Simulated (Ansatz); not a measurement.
Consider the substitution at a C–O bond: `N=C(N)O` + HCl → `N=C(N)Cl` + H₂O.

Gas-phase electronic energies from Ansatz, PBE0-D4/def2-TZVP geometries. CCSD(T)/CBS is the MP2 limit (def2-TZVPP, def2-QZVPP) plus CCSD(T) − MP2 in def2-TZVPP, frozen cores. This one scheme is used for every species. DFT in def2-TZVPP. B3LYP here is the variant with VWN-RPA as its local correlation; programs differ in this. HSE06 is defined as in plane-wave codes. Each species was taken in one conformer, which may not be the lowest.

```
             level  ΔE (kJ/mol)  difference from CCSD(T)/CBS
       LDA (SPW92)         17.7                          5.6
         revPBE-D4          5.8                         -6.3
           BLYP-D4          7.0                         -5.1
         r2SCAN-D4         14.5                          2.4
            B97M-V         19.0                          6.9
           PBE0-D4         16.0                          3.9
          B3LYP-D4         14.1                          2.0
        r2SCANh-D4         16.6                          4.5
        r2SCAN0-D4         19.6                          7.5
          BHLYP-D4         23.2                         11.1
      CAM-B3LYP-D4         22.4                         10.3
           ωB97X-V         22.0                          9.9
           ωB97M-V         19.3                          7.2
            B2PLYP         15.9                          3.8
               PBE         10.3                         -1.8
            revPBE          8.6                         -3.5
              BLYP         10.8                         -1.3
            r2SCAN         14.8                          2.7
              PBE0         17.5                          5.4
             B3LYP         17.2                          5.1
           r2SCANh         17.0                          4.9
           r2SCAN0         20.1                          8.0
             HSE06         17.2                          5.1
             BHLYP         26.1                         14.0
           LC-ωPBE         24.5                         12.4
RPA@PBE/def2-TZVPP         18.7                          6.6
       HF/def2-SVP         54.4                         42.3
      MP2/def2-SVP         30.4                         18.3
     CCSD/def2-SVP         38.0                         25.9
  CCSD(T)/def2-SVP         35.1                         23.0
     HF/def2-TZVPP         38.4                         26.3
    MP2/def2-TZVPP         11.1                         -1.0
SCS-MP2/def2-TZVPP         14.7                          2.6
CCSD(T)/def2-TZVPP         18.4                          6.3
     HF/def2-QZVPP         38.1                         26.0
    MP2/def2-QZVPP          7.4                         -4.7
SCS-MP2/def2-QZVPP         11.2                         -0.9
      HF/CBS(def2)         38.0                         25.9
     MP2/CBS(def2)          4.9                         -7.2
    CCSD/CBS(def2)         16.5                          4.4
       CCSD(T)/CBS         12.1                            0
```

Largest T1 diagnostic among the species: 0.013.

From BLYP to BHLYP (50 % exact exchange), in def2-TZVPP and without D4, ΔE moves by +15.3 kJ/mol. In def2-TZVPP, CCSD(T) changes the Hartree–Fock value by −20.1 kJ/mol (the triples alone add −4.4 kJ/mol) and MP2 by −27.3 kJ/mol.

CCSD(T)/CBS has its own doubt, a few kJ/mol and more with outer-core shells, so smaller differences from it don't rank the levels.
